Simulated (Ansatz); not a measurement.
# CdSe: stress in a strained cell

Aim: deform CdSe (equal xy, yz and zx engineering shear strains of -2 %) and compute stress, forces and field gradients with LAPW, PAW and all-electron datasets made for the crystal.

Program: Ansatz 0.2.0. Level of theory: DFT LDA, scalar-relativistic. These are calculated values, not measurements.

**1. Starting point**

It takes space group F-43m (No. 216, cubic). The conventional cell has a = 6.141 Å, b = 6.141 Å, c = 6.141 Å, α = 90.00°, β = 90.00°, γ = 90.00°. Cd (site symmetry -43m) is surrounded by 4 Se at 2.66 Å. Around Se (site symmetry -43m) lie 4 Cd at 2.66 Å.

Structure file:

```cif
data_structure
_symmetry_space_group_name_H-M 'F-43m'
_symmetry_Int_Tables_number 216
_cell_length_a 6.1405
_cell_length_b 6.1405
_cell_length_c 6.1405
_cell_angle_alpha 90.000
_cell_angle_beta 90.000
_cell_angle_gamma 90.000
_cell_volume 231.54
loop_
_atom_site_label
_atom_site_type_symbol
_atom_site_symmetry_multiplicity
_atom_site_Wyckoff_symbol
_atom_site_fract_x
_atom_site_fract_y
_atom_site_fract_z
_atom_site_occupancy
Cd1 Cd 4 a 0.00000 0.00000 0.00000 1
Se1 Se 4 d 0.25000 0.25000 0.75000 1
```

The file gives the conventional cell by its symmetry; the runs use the cell typed in the input.

Atoms are numbered in the order of the input: Cd1, Se2.

**2. After the deformation**

Space group F-43m before, R3m after.

**3. LAPW, all electrons**

input.yaml reads:

```yaml
crystal:
  lattice:
    - [-0.061405424, 3.0395684866, 3.0395684866]
    - [3.0395684866, -0.061405424, 3.0395684866]
    - [3.0395684866, 3.0395684866, -0.061405424]
  atoms:
    - { symbol: Cd, position: [0.0, 0.0, 0.0] }
    - { symbol: Se, position: [0.25, 0.25, 0.25] }
kpoints:
  mp_grid: { grid: [8, 8, 8] }
  band_path:
    path:
      - [0.0, 0.0, 0.0]
      - [0.5, 0.5, 0.5]
      - [0.2551801333, 0.5, 0.7448198667]
      - [-0.2551801333, 0.2551801333, 0.5]
      - [0.0, 0.0, 0.5]
      - [0.0, 0.0, 0.0]
      - [-0.3775900666, 0.0, 0.3775900666]
      - [0.0, 0.3775900666, 0.6224099334]
      - [0.0, 0.5, 0.5]
    npoints: 5
scf:
  occupations: { method: fermi_dirac, width: 0.03 }
hamiltonian:
  xc: lda
  pseudopotentials: { kind: all_electron, lapw: { basis_error: 0.001 } }
output:
  forces: true
  stress: true
  eigenvalues: true
```

Started as:

```sh
$ ansatz run input.yaml --threads 1 --pin off --max-ram 3072MiB --backend cpu --events-out ev --progress --plain --runs-dir out
```

**4. Frozen-core PAW**

input.yaml reads:

```yaml
crystal:
  lattice:
    - [-0.061405424, 3.0395684866, 3.0395684866]
    - [3.0395684866, -0.061405424, 3.0395684866]
    - [3.0395684866, 3.0395684866, -0.061405424]
  atoms:
    - { symbol: Cd, position: [0.0, 0.0, 0.0] }
    - { symbol: Se, position: [0.25, 0.25, 0.25] }
kpoints:
  mp_grid: { grid: [8, 8, 8] }
scf:
  occupations: { method: fermi_dirac, width: 0.03 }
hamiltonian:
  xc: lda
  pseudopotentials: { kind: paw }
output:
  forces: true
  stress: true
  eigenvalues: true
  efg: { contact_densities: true }
  write_density: true
  write_potential: true
  elf: true
  volumetric_format: npy
```

**5. All-electron PAW on datasets made for the crystal**

input.yaml, as its differences from that of step 4:

```diff
@@ -14,3 +14,3 @@
   xc: lda
-  pseudopotentials: { kind: paw }
+  pseudopotentials: { kind: all_electron, datasets: crystal }
 output:
@@ -20,5 +20 @@
   efg: { contact_densities: true }
-  write_density: true
-  write_potential: true
-  elf: true
-  volumetric_format: npy
```

(Steps that only read results are left out.)

Before running it: what results should come out? Wanted: pressure; largest shear or deviatoric stress.

As calculated:

| quantity | value |
| --- | --- |
| pressure | LAPW -3.16, PAW -3.17, crystal datasets -3.15 GPa |
| largest shear or deviatoric stress (LAPW) | 0.82 GPa |

What this shows: The largest part of the stress beyond the pressure is 0.82 GPa in size; the atoms are carried along and not relaxed. No run of the undeformed cell stands beside it, so the pressure holds what the given cell had before the change. PAW: stress within 0.01 GPa of LAPW, forces within 1 meV/Å. Crystal datasets: stress within 0.01 GPa of LAPW, forces within 1 meV/Å.
